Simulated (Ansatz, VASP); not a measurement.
Two plane-wave programs on BN

```
CELL_PARAMETERS angstrom
0.00000 3.49532 2.16609
1.25163 0.00000 2.16609
1.25163 3.49532 0.00000
ATOMIC_POSITIONS crystal
B 0.00005 0.00005 0.99995
N 0.66665 0.66665 0.33335
```

Measurements of this composition are mostly on another form, of space group No. 194.

Alike in both runs: task single point; functional PBE; k mesh 12 × 12 × 12; occupations gaussian, width 0.02 eV; no spin polarisation.

```csv
,VASP,Ansatz
version,VASP 6.6.1,Ansatz 0.2.0
potentials or method,"VASP PAW PBE potentials, release 64 (B, N)","scalar-relativistic, plane waves, PAW"
plane-wave cutoff (eV),520,420
valence electrons in the cell,8,8
```

Ansatz gave:

* gap on the k mesh at the Fermi level (eV): 3.85
* least direct gap on the mesh (eV): 4.56
* pressure (GPa): 3.2
* largest component of the traceless stress (GPa): 1.49
* rms of the force components (eV/Å): 0.006

Estimate VASP's values.

gap on the k mesh at the Fermi level (eV): 3.85; least direct gap on the mesh (eV): 4.55; pressure (GPa): 3.3; largest component of the traceless stress (GPa): 1.69; rms of the force components (eV/Å): 0.006.

Atom by atom the forces differ by 0.000 eV/Å (rms over components). With one functional, cell and mesh, what is left measures potentials, basis and numerics.

A k mesh can miss the band edges. A hybrid or GW would open this gap; PBE tends to underestimate it.
